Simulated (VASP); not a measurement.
# TaN (Fm-3m) in VASP: a series of runs

The runs below take TaN through single point, with PBE+U.

Program: VASP 6.6.1. These are calculated values, not measurements. Logs are shortened: lines on timing, memory, paths and dates and some standing lists are left out, and cuts for length are marked.

### 1 Starting point

It takes space group Fm-3m (No. 225, cubic). Conventional cell: a = 4.358 Å, b = 4.358 Å, c = 4.358 Å, α = 90.00°, β = 90.00°, γ = 90.00°. Ta (site symmetry m-3m) is surrounded by 6 N at 2.18 Å. N (site symmetry m-3m) is surrounded by 6 Ta at 2.18 Å.

### 2 Single point, PBE+U, collinear spin, typed start

INCAR reads:

```
PREC = Accurate
ENCUT = 520
EDIFF = 1E-7
ISMEAR = 0
SIGMA = 0.05
LREAL = F
LASPH = T
NELM = 150
ALGO = Normal
ISIF = 2
LWAVE = F
LCHARG = T
ISPIN = 2
MAGMOM = 2 2 0 0
LORBIT = 11
LMAXMIX = 4
LDAU = T
LDAUTYPE = 2
LDAUL = 2 -1
LDAUU = 6 0
LDAUJ = 0 0
LDAUPRINT = 1
GGA = PE
LELF = T
LVHAR = T
NBANDS = 28
```

KPOINTS reads:

```
Automatic mesh
0
Gamma
  7 7 7
```

POSCAR reads:

```
TaN
1.0
    0.0000000000      2.1790013100      2.1790013100
    2.1790013100      0.0000000000      2.1790013100
    4.3580026200      4.3580026200      0.0000000000
Ta N
2 2
Direct
    0.5000000000      0.5000000000      0.2500000000
    0.5000000000      0.5000000000      0.7500000000
    0.0000000000      0.0000000000      0.0000000000
    0.0000000000      0.0000000000      0.5000000000
```

Potentials or basis: VASP PAW PBE potentials, release 64 (Ta_pv, N).

Started as:

```console
> cat potpaw_PBE.64/Ta_pv/POTCAR potpaw_PBE.64/N/POTCAR > POTCAR
> mpirun -np 1 vasp_std > vasp.out
```

OUTCAR:

```text
PREC = Accurate
   ENCUT = 520
   EDIFF = 1E-7
   ISMEAR = 0
   LREAL = F
   LASPH = T
   NELM = 150
   ISIF = 2
   ISPIN = 2
   LORBIT = 11
   GGA = PE

 ion  position               nearest neighbor table
   1  0.500  0.500  0.250-   3 2.18   3 2.18   4 2.18   3 2.18   4 2.18   4 2.18   2 3.08   2 3.08
                             2 3.08   2 3.08   2 3.08   2 3.08
   2  0.500  0.500  0.750-   4 2.18   3 2.18   4 2.18   3 2.18   4 2.18   3 2.18   1 3.08   1 3.08
                             1 3.08   1 3.08   1 3.08   1 3.08
   3  0.000  0.000  0.000-   2 2.18   1 2.18   2 2.18   1 2.18   2 2.18   1 2.18
   4  0.000  0.000  0.500-   1 2.18   1 2.18   2 2.18   1 2.18   2 2.18   2 2.18

  LATTYP: Found a trigonal (rhomboedric) cell.
 ALAT       =     5.3374413584
 COS(alpha) =     0.8333333333

  Lattice vectors:

 A1 = (   4.3580026200,   2.1790013100,  -2.1790013100)
 A2 = (   2.1790013100,   2.1790013100,  -4.3580026200)
 A3 = (   2.1790013100,   4.3580026200,  -2.1790013100)

Analysis of symmetry for initial positions (statically):
=====================================================================
 Subroutine PRICEL returns following result:

  LATTYP: Found a face centered cubic cell.
 ALAT       =     4.3580026200
[... 12 lines left out ...]
 Subroutine GETGRP returns: Found 12 space group operations
 (whereof 12 operations were pure point group operations)
 out of a pool of 12 trial point group operations.

The static configuration has the point symmetry D_3d.

Analysis of symmetry for dynamics (positions and initial velocities):
=====================================================================
 Subroutine PRICEL returns following result:

  LATTYP: Found a face centered cubic cell.
 ALAT       =     4.3580026200
[... 12 lines left out ...]
 Subroutine GETGRP returns: Found 12 space group operations
 (whereof 12 operations were pure point group operations)
 out of a pool of 12 trial point group operations.

The dynamic configuration has the point symmetry D_3d.

Analysis of structural, dynamic, and magnetic symmetry:
=====================================================================
 Subroutine PRICEL returns following result:

  LATTYP: Found a face centered cubic cell.
 ALAT       =     4.3580026200
[... 12 lines left out ...]
 Subroutine GETGRP returns: Found 12 space group operations
 (whereof 12 operations were pure point group operations)
 out of a pool of 12 trial point group operations.

The overall configuration has the point symmetry D_3d.

 Subroutine INISYM returns: Found 12 space group operations
 (whereof 12 operations are pure point group operations),
 and found     2 'primitive' translations

----------------------------------------------------------------------------------------

                                     Primitive cell

  volume of cell :      20.6920

  direct lattice vectors                    reciprocal lattice vectors
     0.000000000  2.179001310  2.179001310    -0.229462918  0.229462918  0.229462918
     2.179001310  0.000000000  2.179001310     0.229462918 -0.229462918  0.229462918
[... 145 lines left out ...]
 -0.0008 -0.0004  0.1934 -0.0004 -0.0000
  0.0013 -0.0013 -0.0004  0.2579 -0.0007
  0.0000  0.0007 -0.0000 -0.0007  0.1934

 occupancies and eigenvectors

  o =  0.1934  v =  0.0000  0.0000  0.0000  0.0000  0.0000 -0.0116 -0.0052 -0.9977 -0.0065 -0.0656      0.0000  0.0000  0.0000  0.0000  0.0000  0.0000  0.0000  0.0000  0.0000  0.0000
  o =  0.1934  v =  0.0000  0.0000  0.0000  0.0000  0.0000 -0.0008 -0.0105 -0.0656  0.0097  0.9977      0.0000  0.0000  0.0000  0.0000  0.0000  0.0000  0.0000  0.0000  0.0000  0.0000
  o =  0.1934  v =  0.0071 -0.0045  0.6073  0.0116  0.7943  0.0000  0.0000  0.0000  0.0000  0.0000      0.0000  0.0000  0.0000  0.0000  0.0000  0.0000  0.0000  0.0000  0.0000  0.0000
  o =  0.1934  v = -0.0093 -0.0108 -0.7943  0.0015  0.6073  0.0000  0.0000  0.0000  0.0000  0.0000      0.0000  0.0000  0.0000  0.0000  0.0000  0.0000  0.0000  0.0000  0.0000  0.0000
  o =  0.2552  v =  0.0000  0.0000  0.0000  0.0000  0.0000 -0.5774  0.5774 -0.0000  0.5774 -0.0000      0.0000  0.0000  0.0000  0.0000  0.0000  0.0000  0.0000  0.0000  0.0000  0.0000
  o =  0.2553  v = -0.5774  0.5774 -0.0000  0.5774 -0.0000  0.0000  0.0000  0.0000  0.0000  0.0000      0.0000  0.0000  0.0000  0.0000  0.0000  0.0000  0.0000  0.0000  0.0000  0.0000
  o =  0.2592  v = -0.3065  0.5021  0.0054 -0.8086  0.0132  0.0000  0.0000  0.0000  0.0000  0.0000      0.0000  0.0000  0.0000  0.0000  0.0000  0.0000  0.0000  0.0000  0.0000  0.0000
  o =  0.2592  v =  0.7567  0.6438 -0.0132  0.1129  0.0054  0.0000  0.0000  0.0000  0.0000  0.0000      0.0000  0.0000  0.0000  0.0000  0.0000  0.0000  0.0000  0.0000  0.0000  0.0000
  o =  0.2593  v =  0.0000  0.0000  0.0000  0.0000  0.0000  0.3263 -0.4850 -0.0057  0.8113 -0.0131      0.0000  0.0000  0.0000  0.0000  0.0000  0.0000  0.0000  0.0000  0.0000  0.0000
  o =  0.2593  v =  0.0000  0.0000  0.0000  0.0000  0.0000  0.7484  0.6567 -0.0131  0.0917  0.0057      0.0000  0.0000  0.0000  0.0000  0.0000  0.0000  0.0000  0.0000  0.0000  0.0000

atom =   2  type =  1  l = 2

 onsite density matrix

spin component  1

  0.2579  0.0013 -0.0008  0.0013  0.0000
  0.0013  0.2579 -0.0004 -0.0013  0.0007
 -0.0008 -0.0004  0.1934 -0.0004  0.0000
  0.0013 -0.0013 -0.0004  0.2579 -0.0007
  0.0000  0.0007  0.0000 -0.0007  0.1934

spin component  2

  0.2579  0.0013 -0.0008  0.0013  0.0000
  0.0013  0.2579 -0.0004 -0.0013  0.0007
 -0.0008 -0.0004  0.1934 -0.0004  0.0000
  0.0013 -0.0013 -0.0004  0.2579 -0.0007
  0.0000  0.0007  0.0000 -0.0007  0.1934

 occupancies and eigenvectors

  o =  0.1934  v =  0.0000  0.0000  0.0000  0.0000  0.0000 -0.0116 -0.0062 -0.9991 -0.0054  0.0401      0.0000  0.0000  0.0000  0.0000  0.0000  0.0000  0.0000  0.0000  0.0000  0.0000
  o =  0.1934  v =  0.0000  0.0000  0.0000  0.0000  0.0000  0.0005 -0.0099  0.0401  0.0103  0.9991      0.0000  0.0000  0.0000  0.0000  0.0000  0.0000  0.0000  0.0000  0.0000  0.0000
  o =  0.1934  v = -0.0115 -0.0072 -0.9902 -0.0044  0.1388  0.0000  0.0000  0.0000  0.0000  0.0000      0.0000  0.0000  0.0000  0.0000  0.0000  0.0000  0.0000  0.0000  0.0000  0.0000
  o =  0.1934  v =  0.0016 -0.0092  0.1388  0.0108  0.9902  0.0000  0.0000  0.0000  0.0000  0.0000      0.0000  0.0000  0.0000  0.0000  0.0000  0.0000  0.0000  0.0000  0.0000  0.0000
  o =  0.2552  v =  0.0000  0.0000  0.0000  0.0000  0.0000  0.5774 -0.5774 -0.0000 -0.5774  0.0000      0.0000  0.0000  0.0000  0.0000  0.0000  0.0000  0.0000  0.0000  0.0000  0.0000
  o =  0.2553  v =  0.5774 -0.5774 -0.0000 -0.5774  0.0000  0.0000  0.0000  0.0000  0.0000  0.0000      0.0000  0.0000  0.0000  0.0000  0.0000  0.0000  0.0000  0.0000  0.0000  0.0000
  o =  0.2592  v =  0.7938  0.2318 -0.0139  0.5621 -0.0033  0.0000  0.0000  0.0000  0.0000  0.0000      0.0000  0.0000  0.0000  0.0000  0.0000  0.0000  0.0000  0.0000  0.0000  0.0000
  o =  0.2592  v = -0.1907 -0.7828  0.0033  0.5921 -0.0139  0.0000  0.0000  0.0000  0.0000  0.0000      0.0000  0.0000  0.0000  0.0000  0.0000  0.0000  0.0000  0.0000  0.0000  0.0000
  o =  0.2593  v =  0.0000  0.0000  0.0000  0.0000  0.0000  0.7951  0.2371 -0.0139  0.5580 -0.0032      0.0000  0.0000  0.0000  0.0000  0.0000  0.0000  0.0000  0.0000  0.0000  0.0000
  o =  0.2593  v =  0.0000  0.0000  0.0000  0.0000  0.0000  0.1853  0.7812 -0.0032 -0.5960  0.0139      0.0000  0.0000  0.0000  0.0000  0.0000  0.0000  0.0000  0.0000  0.0000  0.0000

 number of electron      31.9999999 magnetization      -0.0002573

 Free energy of the ion-electron system (eV)
  ---------------------------------------------------
  ext. energy  EPLUGINS =         0.00000000
  ---------------------------------------------------
  free energy    TOTEN  =       -32.59138501 eV

  energy without entropy =      -32.59001076  energy(sigma->0) =      -32.59069788

 E-fermi :  10.7012     XC(G=0): -13.6119

 val. band max:       10.6954793627   @ k =  -0.2857   0.0000   0.1429
 cond. band min:      10.7517788935   @ k =   0.4286   0.2857   0.2857
 fundamental gap:      0.0562995307
 Fermi energy:        10.7011712753

 spin component 1

 k-point     1 :       0.0000    0.0000    0.0000
  band No.  band energies     occupation
      1     -27.2902      1.00000
      2     -26.4777      1.00000
      3     -26.4777      1.00000
      4     -26.3912      1.00000
      5     -26.3894      1.00000
      6     -26.3894      1.00000
[... 1481 lines left out ...]
     27      20.4402      0.00000
     28      21.5066      0.00000

 [... further k-points ...]

------------------------ aborting loop because EDIFF is reached ----------------------------------------

  FORCE on cell =-STRESS in cart. coord.  units (eV):
  Direction    XX          YY          ZZ          XY          YZ          ZX
  --------------------------------------------------------------------------------------
  -------------------------------------------------------------------------------------
  Total        9.1821128      9.1821128      9.1821128     -0.0780726      0.0780726      0.0780726
  in kB      355.4845582    355.4845582    355.4845582     -3.0225714      3.0225714      3.0225714
  external PRESSURE =     355.4845582 kB  Pullay stress =       0.0000000 kB

 VOLUME and BASIS-vectors are now :
 -----------------------------------------------------------------------------
  energy-cutoff  :      520.00
  volume of cell :       41.38
      direct lattice vectors                 reciprocal lattice vectors
     0.000000000  2.179001310  2.179001310    -0.229462918  0.229462918  0.229462918
     2.179001310  0.000000000  2.179001310     0.229462918 -0.229462918  0.229462918
     4.358002620  4.358002620  0.000000000     0.114731459  0.114731459 -0.114731459

 POSITION                                       TOTAL-FORCE (eV/Angst)
 -----------------------------------------------------------------------------------
      2.17900      2.17900      2.17900        -0.000000     -0.000000      0.000000
      4.35800      4.35800      2.17900         0.000000      0.000000     -0.000000
      0.00000      0.00000      0.00000        -0.000000     -0.000000     -0.000000
      2.17900      2.17900      0.00000        -0.000000     -0.000000     -0.000000
 -----------------------------------------------------------------------------------
    total drift:                               -0.000000     -0.000000     -0.000000

  FREE ENERGIE OF THE ION-ELECTRON SYSTEM (eV)
  ---------------------------------------------------
  free  energy   TOTEN  =       -32.5913850056 eV

  energy  without entropy=      -32.5900107554  energy(sigma->0) =      -32.59069788

 total charge

# of ion       s       p       d       tot
------------------------------------------
    1        0.300   6.257   2.272   8.829
    2        0.300   6.257   2.272   8.829
    3        1.232   2.605   0.000   3.837
    4        1.232   2.605   0.000   3.837
--------------------------------------------------
tot          3.063  17.724   4.545  25.332

 magnetization (x)

# of ion       s       p       d       tot
------------------------------------------
    1       -0.000  -0.000  -0.000  -0.000
    2       -0.000  -0.000  -0.000  -0.000
    3       -0.000   0.000   0.000   0.000
    4       -0.000   0.000   0.000   0.000
--------------------------------------------------
tot         -0.000   0.000  -0.000  -0.000
```

Wall time 2.1 min (1 thread of Intel Xeon Platinum 8488C (Sapphire Rapids), shared host); peak memory 0.23 GiB.

What came out:

```
Free energy                                           : -32.5914 eV
Pressure                                              : 35.5 GPa
Band gap on the k mesh                                : none (metal or under the smearing width)
Net moment                                            : 0.00 μB per cell
Valence electrons inside the program's atomic spheres : Ta 8.83; N 3.84
```

Levels at points of the mesh, in eV from the Fermi level:
Spin up:
```
           k point  band 14  band 15  band 16  band 17  band 18  band 19
(0.00, 0.00, 0.00)    -4.36    -2.15    -2.15    -2.13     0.53     0.53
```
Spin down:
```
           k point  band 13  band 14  band 15  band 16  band 17  band 18  band 19  band 20
(0.00, 0.00, 0.00)    -4.36    -4.36    -2.15    -2.15    -2.13     0.53     0.53     1.08
```

Eigenvalues of the final occupation matrices:
```
    site  spin  trace               eigenvalues
site 1 d     1   1.16  0.19 0.19 0.26 0.26 0.26
site 1 d     2   1.16  0.19 0.19 0.26 0.26 0.26
site 2 d     1   1.16  0.19 0.19 0.26 0.26 0.26
site 2 d     2   1.16  0.19 0.19 0.26 0.26 0.26
```

Caveat: a pressure of tens of GPa on the cell as given is suspect, and the run, the potentials or the cell itself is likely at fault. Spin-orbit coupling is left out, which matters for the levels of Ta.

### 3 Single point, PBE+U, collinear spin, zero start

INCAR reads:

```
ALGO = Fast
EDIFF = 1E-7
ENCUT = 520
GGA = PE
ISIF = 2
ISMEAR = 0
ISPIN = 2
LASPH = T
LCHARG = F
LDAU = T
LDAUJ = 0 0
LDAUL = 2 -1
LDAUPRINT = 1
LDAUTYPE = 2
LDAUU = 6 0
LMAXMIX = 4
LORBIT = 11
LREAL = F
LWAVE = F
MAGMOM = 0 0 0 0
NBANDS = 28
NELM = 150
NUPDOWN = 0.0
PREC = Accurate
SIGMA = 0.05
```

KPOINTS reads:

```
k-points
0
Gamma
  7 7 7
```

POSCAR is that of step 2.

Potentials or basis: VASP PAW PBE potentials, release 64 (Ta_pv, N).

Started as:

```console
> cat potpaw_PBE.64/Ta_pv/POTCAR potpaw_PBE.64/N/POTCAR > POTCAR
> mpirun -np 1 vasp_std > vasp.out
```

Wall time 1.7 min (1 thread of Intel Xeon Platinum 8488C (Sapphire Rapids), shared host); peak memory 0.23 GiB.

The run converged. Its results:

```yaml
Free_energy: -32.5914 eV
Pressure: 35.5 GPa
Net_moment: 0.00 μB per cell
Valence_electrons_inside_the_program's_atomic_spheres: Ta 8.83; N 3.84
```

Stress tensor (GPa, compression positive):
```
35.55 -0.30  0.30
-0.30 35.55  0.30
 0.30  0.30 35.55
```

Eigenvalues of the final occupation matrices:
```csv
site,spin,trace,eigenvalues
site 1 d,1,1.16,0.19 0.19 0.26 0.26 0.26
site 1 d,2,1.16,0.19 0.19 0.26 0.26 0.26
site 2 d,1,1.16,0.19 0.19 0.26 0.26 0.26
site 2 d,2,1.16,0.19 0.19 0.26 0.26 0.26
```

Caveat: a pressure of tens of GPa on the cell as given is suspect, and the run, the potentials or the cell itself is likely at fault; the total moment is fixed, so each spin has its own Fermi level. The state reached can hang on the start; a lower one may exist.
